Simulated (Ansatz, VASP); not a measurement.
**Ir in VASP and in Ansatz**

```
Ir
1.0
    -1.54668    1.54668    1.54668
     1.54668   -1.54668    1.54668
     1.54668    1.54668   -1.54668
Ir
1
Direct
  0.00000 0.00000 0.00000
```

Alike in both runs: functional r2SCAN; k mesh 14 × 14 × 14; occupations fermi-dirac, width 0.05 eV; collinear spin.

Ansatz relaxed the structure, and its values are those at the end. VASP's run is a single point on that final structure, the one shown.

|  | VASP | Ansatz |
| --- | --- | --- |
| version | VASP 6.6.1 | Ansatz 0.2.0 |
| potentials or method | VASP PAW PBE potentials, release 64 (Ir) | plane waves (500 eV) with PAW, scalar-relativistic |
| plane-wave cutoff (eV) | 520 | 500 |
| valence electrons in the cell | 9 | 17 |

|  | VASP | Ansatz | Ansatz less VASP |
| --- | --- | --- | --- |
| pressure (GPa) | 2.0 | 0.0 | -2.03 |
| net moment per atom (μB) | 0.68 | 0.69 | +0.007 |
| size of the moment on the site where the two differ most (μB) | 0.70 | 0.68 | -0.021 |

Site moments also hang on the region over which each program counts them. The two sets of potentials don't hold the same shells in valence.

Caveats: the PAW data sets were made with another functional, which shifts forces and pressure a little (VASP). Spin-orbit coupling is left out, which matters for the levels of Ir.
